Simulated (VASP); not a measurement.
MgH2, 6 atoms in the cell. It takes space group P4_2/mnm (No. 136, tetragonal). The conventional cell has a = 4.477 Å, b = 4.477 Å, c = 2.993 Å, α = 90.00°, β = 90.00°, γ = 90.00°. Around Mg (site symmetry mmm) lie 6 H at 1.93 to 1.94 Å. H (site symmetry m2m) has 3 Mg at 1.93 to 1.94 Å as nearest neighbours. The cell is a database's computed one.

- Program: VASP 6.6.1
- Task: single point
- Functional: PBE
- Dispersion: D3(BJ)
- Potentials or basis: VASP PAW PBE potentials, release 64 (Mg, H)
- Cutoff: 520 eV
- k mesh: 4 × 4 × 6
- Occupations: gaussian, width 0.1 eV
- Spin: no spin polarisation
- Dipole correction: no
- Further INCAR settings: ALGO = Normal; EDIFF = 1e-06; NBANDS = 13

Potentials or basis: VASP PAW PBE potentials, release 64 (Mg, H).

The run is started by

```bash
$ cat potpaw_PBE.64/Mg/POTCAR potpaw_PBE.64/H/POTCAR > POTCAR
$ mpirun -np 1 vasp_std > vasp.out
```

Hardware: 1 thread of Intel(R) Xeon(R) 6975P-C (Granite Rapids), with other jobs on the host.

**Question.** Estimate the wall time of this run.

**Answer.** Wall time 7.1 s on 1 thread of Intel(R) Xeon(R) 6975P-C (Granite Rapids) (shared host), peak memory 0.19 GiB. Counts: scf iterations 12, k points 24.
